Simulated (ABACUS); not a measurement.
# Ta (Im-3m) in ABACUS: a series of runs

Runs on Ta. Level: RPBE. Tasks: single point, relaxation of cell and atoms.

Program: ABACUS 3.10.1. These are calculated values, not measurements. Logs are shortened: lines on timing, memory, paths and dates and some standing lists are left out, and cuts for length are marked.

## (1) The structure

Symmetry: Im-3m, No. 229, cubic system. Conventional cell: a = 3.303 Å, b = 3.303 Å, c = 3.303 Å, α = 90.00°, β = 90.00°, γ = 90.00°. Around Ta (site symmetry m-3m) lie 8 Ta at 2.86 Å.

## (2) Single point, RPBE

run_abacus.py reads:

```python
"""ABACUS run from a structure file: ASE reads it, the script writes STRU, KPT and INPUT."""
import re
import subprocess
from ase.io import read
from ase.units import Bohr

atoms = read("Ta.cif")
atoms = atoms[(-atoms.numbers).argsort(kind="stable")]  # ABACUS lists atoms element by element
pseudo = {'Ta': 'Ta.upf'}
orbital = {}
magmoms = None
kmesh = [9, 9, 9]
params = {
    'suffix': 'Ta',
    'calculation': 'scf',
    'basis_type': 'pw',
    'pseudo_dir': './',
    'symmetry': 1,
    'dft_functional': 'GGA_X_RPBE+GGA_C_PBE',
    'ecutwfc': 58,
    'pseudo_rcut': 10,
    'nspin': 1,
    'nbands': 17,
    'ks_solver': 'dav',
    'smearing_method': 'fd',
    'smearing_sigma': 0.00367493,
    'scf_thr': 1e-08,
    'scf_nmax': 100,
    'mixing_type': 'broyden',
    'mixing_beta': 0.7,
    'cal_force': 1,
    'cal_stress': 1,
    'out_chg': 1,
    'kpar': 4,
}

symbols = atoms.get_chemical_symbols()
elements = list(dict.fromkeys(symbols))
lines = ["ATOMIC_SPECIES"] + [f"{e} {atoms.get_masses()[symbols.index(e)]:.4f} {pseudo[e]}" for e in elements]
if orbital:
    lines += ["", "NUMERICAL_ORBITAL"] + [orbital[e] for e in elements]
lines += ["", "LATTICE_CONSTANT", f"{1 / Bohr:.10f}", "", "LATTICE_VECTORS"]
lines += [" ".join(f"{x:.10f}" for x in v) for v in atoms.cell]
lines += ["", "ATOMIC_POSITIONS", "Direct"]
for e in elements:
    lines += ["", e, "0.0", str(symbols.count(e))]
    for i, p in enumerate(atoms.get_scaled_positions(wrap=False)):
        if symbols[i] == e:
            mag = "" if magmoms is None else " mag " + " ".join(str(x) for x in (magmoms[i] if isinstance(magmoms[i], list) else [magmoms[i]]))
            lines.append(" ".join(f"{x:.10f}" for x in p) + " 1 1 1" + mag)
open("STRU", "w").write("\n".join(lines) + "\n")
open("KPT", "w").write("K_POINTS\n0\nGamma\n%d %d %d 0 0 0\n" % tuple(kmesh))
open("INPUT", "w").write("INPUT_PARAMETERS\n" + "".join(f"{k:<20s}{v}\n" for k, v in params.items()))

done = subprocess.run(['mpirun', '-np', '4', 'abacus'])
if done.returncode:
    raise SystemExit(done.returncode)
log = open("OUT.Ta/running_scf.log").read()
print("final energy (eV):", re.findall(r"FINAL_ETOT_IS (\S+)", log))
```

Ta.cif reads:

```cif
data_Ta
_cell_length_a 2.86010086
_cell_length_b 2.86010086
_cell_length_c 2.86010086
_cell_angle_alpha 109.47122063
_cell_angle_beta 109.47122063
_cell_angle_gamma 109.47122063
_space_group_name_H-M_alt 'P1'
_space_group_name_Hall 'P 1'
_space_group_IT_number 1
loop_
_space_group_symop_operation_xyz
'x,y,z'
loop_
_atom_site_label
_atom_site_type_symbol
_atom_site_symmetry_multiplicity
_atom_site_Wyckoff_symbol
_atom_site_fract_x
_atom_site_fract_y
_atom_site_fract_z
_atom_site_occupancy
Ta1 Ta 1 a 0.0000000000 0.0000000000 0.0000000000 1
```

Potentials or basis: PseudoDojo NC SR 0.5 PBE standard, plane waves.

Command:

```sh
$ OMP_NUM_THREADS=1 python run_abacus.py > log
```

running log:

```text
ABACUS v3.10.1

               Atomic-orbital Based Ab-initio Computation at UStc

 ------------------------------------------------------------------------------------

 READING GENERAL INFORMATION
                           global_out_dir = OUT.Ta/
                           global_in_card = INPUT
                               pseudo_dir = ./
                              orbital_dir =
                                    DSIZE = 4
                                    GSIZE = 1

 READING UNITCELL INFORMATION
                                    ntype = 1
                  lattice constant (Bohr) = 1.88973
              lattice constant (Angstrom) = 1

 READING ATOM TYPE 1
                               atom label = Ta
                      L=0, number of zeta = 1
                      L=1, number of zeta = 1
                      L=2, number of zeta = 1
             number of atom for this type = 1

                        TOTAL ATOM NUMBER = 1
DIRECT COORDINATES
    atom                   x                   y                   z     mag                  vx                  vy                  vz
taud_Ta1            0.0000000000        0.0000000000        0.0000000000  0.0000        0.0000000000        0.0000000000        0.0000000000

                          Volume (Bohr^3) = 121.54
                             Volume (A^3) = 18.0103

 Lattice vectors: (Cartesian coordinate: in unit of a_0)
              +2.8601                  +0                  +0
            -0.953367            +2.69653                  +0
            -0.953367            -1.34826            +2.33526
 Reciprocal vectors: (Cartesian coordinate: in unit of 2 pi/a_0)
            +0.349638           +0.123616           +0.214109
                   -0           +0.370847           +0.214109
                   +0                  -0           +0.428217
 The esolver type has been set to : ksdft_pw

                PAO radial cut off (Bohr) = 10

 Read in pseudopotential file is Ta.upf
                     pseudopotential type = NC
          exchange-correlation functional = PBE
                 nonlocal core correction = 1
                        valence electrons = 13
                                     lmax = 3
                           number of zeta = 4
                     number of projectors = 8
                           L of projector = 0
                           L of projector = 0
                           L of projector = 1
                           L of projector = 1
                           L of projector = 2
                           L of projector = 2
                           L of projector = 3
                           L of projector = 3
 XC functional updated to : GGA_X_RPBE+GGA_C_PBE
          exchange-correlation functional = GGA_X_RPBE+GGA_C_PBE
     initial pseudo atomic orbital number = 10

[... 143 lines left out ...]
        1            173           1433

 SETUP NONLOCAL PSEUDOPOTENTIALS IN PLANE WAVE BASIS
 Ta non-local projectors:
 projector 1 L=0
 projector 2 L=0
 projector 3 L=1
 projector 4 L=1
 projector 5 L=2
 projector 6 L=2
 projector 7 L=3
 projector 8 L=3
      TOTAL NUMBER OF NONLOCAL PROJECTORS = 32

 Init Non-Local PseudoPotential table :
 Init Non-Local-Pseudopotential done.

                                     npwx = 935

 Make real space PAO into reciprocal space.
       max mesh points in Pseudopotential = 1001
     dq(describe PAO in reciprocal space) = 0.01
                                    max q = 918

 number of pseudo atomic orbitals for Ta is 4
WARNING: norm of atomic wavefunction # 3 of atomic type Ta is 0.999937, renormalized
WARNING: norm of atomic wavefunction # 4 of atomic type Ta is 0.999865, renormalized

 -------------------------------------------
 SELF-CONSISTENT
 -------------------------------------------
                                 init_chg = atomic

 PW ALGORITHM --------------- ION=   1  ELEC=   1--------------------------------
 Notice: Threshold on eigenvalues was too large.
 hsover_error=0.13 > DRHO=0.0249195
 Origin diag ethr = 0.01
 New diag ethr = 0.000191688

 Density error is 0.0249504324395
                          Error Threshold = 0.000191688289069
----------------------------------------------------------
     Energy           Rydberg                 eV
----------------------------------------------------------
 E_KohnSham     -130.2516644807      -1772.1648109214
 E_Harris       -131.1111340769      -1783.8584946874
 E_Fermi        1.3847401337         18.8403560674
----------------------------------------------------------
[... 51 lines left out ...]
 Density error is 7.5325738554e-10
                          Error Threshold = 2.42490082665e-10
----------------------------------------------------------
     Energy           Rydberg                 eV
----------------------------------------------------------
 E_KohnSham     -130.2557164410      -1772.2199406705
 E_KS(sigma->0) -130.2550199838      -1772.2104648836
 E_Harris       -130.2557404285      -1772.2202670366
 E_band         -7.7549530766        -105.5115495640
 E_one_elec     -16.6959388025       -227.1599011735
 E_Hartree      14.6681034502        199.5697857767
 E_xc           -29.6786648564       -403.7989510788
 E_Ewald        -98.5478233179       -1340.8119226210
 E_entropy(-TS) -0.0013929145        -0.0189515739
 E_descf        0.0000000000         0.0000000000
 E_exx          0.0000000000         0.0000000000
 E_Fermi        1.3669003289         18.5976330715
----------------------------------------------------------

 charge density convergence is achieved
 final etot is -1772.2199407 eV
 EFERMI = 18.597633072 eV

 STATE ENERGY(eV) AND OCCUPATIONS    NSPIN == 1
 1/9 kpoint (Cartesian) = 0.0000 0.0000 0.0000 (935 pws)
       1       -48.6952     0.00274348
       2       -14.5859     0.00274348
       3       -14.5859     0.00274348
       4       -14.5859     0.00274348
       5        10.6216     0.00274348
       6        19.2960    2.35926e-09
[... 9 lines left out ...]
      16        46.7275        0.00000
[... 82 lines left out ...]
       4       -14.6213      0.0658436
       5        12.1290      0.0658436
       6        18.5310      0.0521054
[... 9 lines left out ...]
      16        42.7893        0.00000
      17        48.7243        0.00000

[... levels at 3 further k points ...]

------------------------------------------------------------------------------------------
 TOTAL-FORCE (eV/Angstrom)
------------------------------------------------------------------------------------------
                       Ta1         0.0000000000         0.0000000000         0.0000000000
------------------------------------------------------------------------------------------

----------------------------------------------------------------
 TOTAL-STRESS (KBAR)
----------------------------------------------------------------
        69.3249112982        -0.0000000060        -0.0000000104
        -0.0000000060        69.3249112953        -0.0000000134
        -0.0000000104        -0.0000000134        69.3249112803
----------------------------------------------------------------
 TOTAL-PRESSURE: 69.324911 KBAR

 --------------------------------------------
 !FINAL_ETOT_IS -1772.2199406705053661 eV
 --------------------------------------------
```

INPUT:

```text
INPUT_PARAMETERS
suffix              Ta
calculation         scf
basis_type          pw
pseudo_dir          ./
symmetry            1
dft_functional      GGA_X_RPBE+GGA_C_PBE
ecutwfc             58
pseudo_rcut         10
nspin               1
nbands              17
ks_solver           dav
smearing_method     fd
smearing_sigma      0.00367493
scf_thr             1e-08
scf_nmax            100
mixing_type         broyden
mixing_beta         0.7
cal_force           1
cal_stress          1
out_chg             1
kpar                4
```

STRU:

```text
ATOMIC_SPECIES
Ta 180.9479 Ta.upf

LATTICE_CONSTANT
1.8897261258

LATTICE_VECTORS
2.8601008600 0.0000000000 0.0000000000
-0.9533669531 2.6965289507 0.0000000000
-0.9533669531 -1.3482644749 2.3352625736

ATOMIC_POSITIONS
Direct

Ta
0.0
1
0.0000000000 0.0000000000 0.0000000000 1 1 1
```

Wall time 2.5 s (4 MPI ranks of Intel Xeon Platinum 8488C (Sapphire Rapids), shared host); peak memory 0.36 GiB.

Results:

```
Free energy            : -1772.2199 eV
Pressure               : 6.9 GPa
Band gap on the k mesh : none (metal or under the smearing width)
```

Caveat: the potentials were made for another functional, which shifts forces and pressure. The run has no spin-orbit coupling, so splittings on Ta are missing.

## (3) Relaxation of cell and atoms, RPBE

INPUT reads:

```
INPUT_PARAMETERS
suffix              Ta
calculation         cell-relax
basis_type          pw
pseudo_dir          ./
symmetry            1
dft_functional      GGA_X_RPBE+GGA_C_PBE
ecutwfc             58
pseudo_rcut         10
nspin               1
nbands              11
ks_solver           dav
smearing_method     fd
smearing_sigma      0.00367493
scf_thr             1e-08
scf_nmax            100
mixing_type         broyden
mixing_beta         0.7
cal_force           1
cal_stress          1
relax_nmax          60
force_thr_ev        0.005
relax_method        cg
out_stru            1
stress_thr          0.5
kpar                4
```

STRU reads:

```
ATOMIC_SPECIES
Ta 180.9479 Ta.upf

LATTICE_CONSTANT
5.4048073095

LATTICE_VECTORS
-0.5773502692 0.5773502692 0.5773502692
0.5773502692 -0.5773502692 0.5773502692
0.5773502692 0.5773502692 -0.5773502692

ATOMIC_POSITIONS
Cartesian

Ta
0.0
1
0.0000000000 0.0000000000 0.0000000000 1 1 1
```

KPT reads:

```
K_POINTS
0
Gamma
9 9 9 0 0 0
```

Potentials or basis: PseudoDojo NC SR 0.5 PBE standard, plane waves.

Command:

```sh
$ OMP_NUM_THREADS=1 mpirun -np 4 abacus > log
```

Wall time 6.2 s (4 MPI ranks of Intel Xeon Platinum 8488C (Sapphire Rapids), shared host); peak memory 0.36 GiB.

It converged, with:

```
Free energy                            : -1772.2345 eV
Relaxed volume                         : 18.70 Å³/atom
Relaxed cell                           : a = 2.896 Å, b = 2.896 Å, c = 2.896 Å, α = 109.47°, β = 109.47°, γ = 109.47°
Space group after relaxing (to 0.05 Å) : Im-3m (No. 229)
Energy gained by relaxing              : 14.6 meV/atom
Ionic steps                            : 6
Pressure after relaxing                : 0.0 GPa
Band gap on the k mesh                 : none (metal or under the smearing width)
```

The path:
```csv
step,energy change (eV),largest force (eV/Å),pressure (GPa),volume (Å³)
1,0.0000,0.0000,6.94,18.01
2,0.0459,0.0000,-12.31,20.20
3,-0.0146,0.0000,-0.18,18.72
4,-0.0146,0.0000,-0.18,18.72
5,-0.0146,0.0000,0.30,18.67
6,-0.0146,0.0000,0.00,18.70
```

Final structure:
```cif
data_structure
_symmetry_space_group_name_H-M 'P 1'
_symmetry_Int_Tables_number 1
_cell_length_a 2.8962
_cell_length_b 2.8962
_cell_length_c 2.8962
_cell_angle_alpha 109.471
_cell_angle_beta 109.471
_cell_angle_gamma 109.471
_cell_volume 18.70
loop_
_atom_site_label
_atom_site_type_symbol
_atom_site_fract_x
_atom_site_fract_y
_atom_site_fract_z
_atom_site_occupancy
Ta1 Ta 0.00000 0.00000 0.00000 1
```

Levels at points of the mesh, in eV from the Fermi level:
| k point | band 2 | band 3 | band 4 | band 5 | band 6 | band 7 | band 8 | band 9 |
| --- | --- | --- | --- | --- | --- | --- | --- | --- |
| (0.00, 0.00, 0.00) | -33.33 | -33.33 | -33.33 | -7.81 | 0.70 | 0.70 | 0.70 | 3.86 |

Caveat: the potentials were made for another functional, which shifts forces and pressure.
